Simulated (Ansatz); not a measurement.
## Where the states of NaI lie

```yaml
crystal:
  lattice:
    - [5.14527, 0.00000, 0.00000]
    - [-2.57263, 4.45593, 0.00000]
    - [0.00000, 0.00000, 8.00599]
  atoms:
    - { symbol: Na, position: [0.33333, 0.66667, 0.99367] }
    - { symbol: Na, position: [0.66667, 0.33333, 0.49367] }
    - { symbol: I, position: [0.33333, 0.66667, 0.38233] }
    - { symbol: I, position: [0.66667, 0.33333, 0.88233] }
```

The structure comes from a relaxation in the same program, started in the wurtzite type, and has space group P6_3mc. Whether it is a known phase or the ground state wasn't checked.

Spin–orbit coupling is left out, though it moves levels of the heavy atoms by tenths of an eV or more.

Theory: Ansatz 0.2.0, DFT, PBE, all-electron LAPW, scalar-relativistic.

The runs use a Γ-centred 10×10×6 k mesh, Fermi–Dirac smearing of 0.08 eV, basis error target 0.5 meV/atom, no spin polarisation.

States per eV and cell, averaged over 0.6 eV, from -1.6 to 5.4 eV, with energies (bin centres) from the valence-band top; empty bins are left out. The partial columns, the largest 3 alone, are projections on Löwdin-orthogonalised atomic shells (those that the program's projection atoms carry: the occupied ones and, for some elements, an empty d or f shell; other empty shells have no column), summed over atoms of an element. Weights on diffuse s and p shells depend on that basis and aren't pure angular character.

```csv
E (eV),total,I 5p,Na 3s,I 5s
-1.4,1.53,1.32,0.19,0.00
-0.8,8.66,7.98,0.59,0.03
-0.2,9.82,9.71,0.03,0.00
4.0,0.16,0.01,0.12,0.03
4.6,0.51,0.05,0.38,0.06
5.2,2.03,0.16,1.17,0.11
```

(1) Which of the resolved shells contributes most in the top eV of the valence band?

Results:

(1) I 5p, with 96 % of all states there; Na 3s follows with 3 %.
